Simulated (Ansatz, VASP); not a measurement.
## Ga: VASP beside Ansatz

Contents of INCAR:

```
SYSTEM = Ga
  ALGO = Normal
  EDIFF = 1E-6
  ENCUT = 520
  GGA = PS
  ISIF = 2
  ISMEAR = -1
  LASPH = .TRUE.
  LCHARG = .FALSE.
  LREAL = .FALSE.
  LWAVE = .FALSE.
  NBANDS = 12
  NELM = 80
  PREC = Accurate
  SIGMA = 0.03
```

Contents of KPOINTS:

```
k-points
0
G
  16 16 16
  0 0 0
```

Contents of POSCAR:

```
Ga
1.0
   -1.4221650000      1.3998750000      2.2290000000
    1.3998750000     -1.4221650000      2.2290000000
    1.4081250000      1.4081250000     -2.2430400000
Ga
1
Direct
    0.0000000000      0.0000000000      0.0000000000
```

Input for Ansatz:

```yaml
crystal:
  lattice:
    - [-1.422165, 1.399875, 2.229]
    - [1.399875, -1.422165, 2.229]
    - [1.408125, 1.408125, -2.24304]
  atoms:
    - { symbol: Ga, position: [0.0, 0.0, 0.0] }
kpoints:
  mp_grid: { grid: [16, 16, 16] }
  band_path:
    path:
      - [0.0, 0.0, 0.0]
      - [0.5, 0.5, -0.5]
      - [0.1953038834, 0.8046961166, -0.5]
      - [-0.1953038834, 0.1953038834, 0.5]
      - [0.0, 0.0, 0.5]
      - [0.0, 0.0, 0.0]
      - [-0.5, 0.5, 0.0]
      - [0.0, 0.5, 0.0]
      - [0.0, 0.0, 0.0]
    npoints: 5
scf:
  occupations: { method: fermi_dirac, width: 0.03 }
hamiltonian:
  xc: pbesol
  pseudopotentials: { kind: all_electron, lapw: { basis_error: 0.001 } }
output:
  forces: true
  stress: true
  eigenvalues: true
```

Change from the starting cell: equal xy, yz and zx shear strains of -1 %.

Alike in both runs: task single point; functional PBEsol; k mesh 16 × 16 × 16; occupations fermi-dirac, width 0.03 eV; no spin polarisation.

|  | VASP | Ansatz |
| --- | --- | --- |
| version | VASP 6.6.1 | Ansatz 0.2.0 |
| potentials or method | VASP PAW PBE potentials, release 64 (Ga_d) | all-electron LAPW, scalar-relativistic |
| plane-wave cutoff (eV) | 520 | see its input |

|  | VASP | Ansatz | Ansatz less VASP |
| --- | --- | --- | --- |
| pressure (GPa) | 0.6 | 0.6 | -0.01 |
| largest component of the traceless stress (GPa) | 0.52 | 0.51 | -0.005 |

Ansatz ran all-electron here, so the differences hold the error of VASP's frozen core and of both bases.

Caveats: the PAW data sets were made with another functional, which shifts forces and pressure a little (VASP).
